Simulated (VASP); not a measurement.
Sn:

```
Sn
1.0
     5.17046   -2.26270    0.00000
     5.17046    2.26270    0.00000
    -1.63311    0.00000    4.88674
Sn
4
Cartesian
  5.1705 0.0000 0.0000
  -0.8166 0.0000 2.4434
  2.1575 0.0000 1.1955
  6.5503 0.0000 3.6913
```

This isn't the form of Sn at room conditions, which is tetragonal (white tin).

```yaml
Program: VASP 6.6.1
Task: relaxation of cell and atoms
Functional: PBEsol
Potentials_or_basis: VASP PAW PBE potentials, release 64 (Sn_d)
Cutoff: 600 eV
k_mesh: 4 × 4 × 4
Occupations: gaussian, width 0.1 eV
Spin: no spin polarisation
```

At the start: pressure -3.0 GPa; volume 28.59 Å³/atom.

Question: How do energy, volume and symmetry change on relaxing?

Answer: Over 40 steps the energy falls by 33.0 meV/atom and the volume is 26.54 Å³/atom (-7.2 %); space group C2/m (No. 12, to 0.05 Å).

Step by step:
```tsv
step	energy change (eV)	largest force (eV/Å)	pressure (GPa)	volume (Å³)
1	0.0000	0.0373	-3.03	114.34
2	-0.0731	0.0488	0.90	105.62
3	-0.0775	0.0467	0.06	107.17
4	-0.0812	0.0405	0.09	107.14
5	-0.0912	0.0284	0.13	107.01
6	-0.0960	0.0083	0.14	106.61
7	-0.0599	0.0400	0.50	105.32
8	-0.1017	0.0108	0.18	106.33
9	-0.1019	0.0121	0.18	106.39
10	-0.1054	0.0083	-0.01	106.70
11	-0.1068	0.0080	-0.14	106.97
12	-0.1103	0.0149	-0.42	107.48
13	-0.0975	0.0383	-0.93	108.40
14	-0.1119	0.0174	-0.51	107.66
15	-0.1121	0.0228	-0.61	107.82
16	-0.1122	0.0198	-0.57	107.75
17	-0.1151	0.0251	-0.54	107.61
18	-0.1158	0.0274	-0.52	107.53
19	-0.1196	0.0264	-0.38	107.17
20	-0.1272	0.0249	0.11	106.07
21	-0.1172	0.0220	1.29	103.89
22	-0.1281	0.0244	0.33	105.59
23	-0.1299	0.0214	0.16	105.85
24	-0.1310	0.0189	-0.03	106.17
25	-0.1311	0.0182	-0.09	106.31
26	-0.1316	0.0164	-0.04	106.24
27	-0.1316	0.0159	-0.03	106.21
28	-0.1317	0.0156	-0.02	106.20
29	-0.1317	0.0153	-0.03	106.20
30	-0.1317	0.0138	0.00	106.15
31	-0.1317	0.0126	0.06	106.05
32	-0.1317	0.0109	0.06	106.07
33	-0.1318	0.0080	0.02	106.13
34	-0.1318	0.0067	-0.03	106.17
35	-0.1318	0.0066	-0.01	106.17
36	-0.1318	0.0062	-0.01	106.19
37	-0.1318	0.0060	-0.04	106.21
38	-0.1318	0.0053	-0.03	106.19
39	-0.1318	0.0041	-0.01	106.17
40	-0.1318	0.0042	0.01	106.15
```

Final structure:
```yaml
crystal:
  lattice:
    - [5.24158, -2.34483, 0.10136]
    - [5.24158, 2.34483, 0.10136]
    - [-1.53702, 0.00000, 4.28853]
  atoms:
    - { symbol: Sn, position: [0.50000, 0.50000, 0.00000] }
    - { symbol: Sn, position: [0.00000, 0.00000, 0.50000] }
    - { symbol: Sn, position: [0.25025, 0.25025, 0.25041] }
    - { symbol: Sn, position: [0.74975, 0.74975, 0.74959] }
```

Caveat: the k mesh is coarse (spacing up to 0.38 Å⁻¹), so the values aren't converged; the PAW data sets were made with another functional, which shifts forces and pressure a little.
